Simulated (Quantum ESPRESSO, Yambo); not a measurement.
An input for Yambo 5.3.0 (KF (Carobbiite)):

```
HF_and_locXC
gw0
dyson
ppa
em1d
rim_cut
RandQpts= 1000000
RandGvec= 1 RL
EXXRLvcs= 72 Ry
VXCRLvcs= 288 Ry
Chimod= "HARTREE"
% BndsRnXp
 1 | 191 |
%
NGsBlkXp= 17 Ry
% LongDrXp
 1 | 1 | 1 |
%
% GbndRnge
 1 | 191 |
%
DysSolver= "n"
ExtendOut
PPAPntXp= 10 eV
% QPkrange
 1 | 1 | 7 | 10 |
%
```

```sh
OMP_NUM_THREADS=1 mpirun -n 4 yambo -F gw6.in -J gw6 -C gw6 > gw6.log
```

The stored states that it reads are on a 4×4×4 mesh. The structure is cubic, space group Fm-3m (No. 225). The conventional cell has a = 5.344 Å, b = 5.344 Å, c = 5.344 Å, α = 90.00°, β = 90.00°, γ = 90.00°. Nearest to K lie 6 F at 2.67 Å. Nearest to F lie 6 K at 2.67 Å. Farther neighbours and most contacts between anions are not listed.

How long will it take on 4 MPI ranks of Arm Neoverse V2, shared host, and how much memory?

It took 86 s; on shared hardware allow 43 s to 2.9 min. Peak host memory was 1.5 GiB.

The screening grows as filled bands × empty bands × pairs of k points, times the square of the screening basis for the matrix.

[Paths, hosts, dates, memory and timing lines, banners, echoed tables and standing remarks are left out of the program output.]

[Logs are printed without paths, hosts, clocks, repeated set-up lines and the standing remarks that a program may print on its own settings, such as how far it seeks lower states.]

[Runs of the session that timed out or met a known fault of the program may be left out.]

[Hosts, paths, dates, database ids (printed as entryN), source tags and the programs' standing remarks are cut or masked in the printed files.]
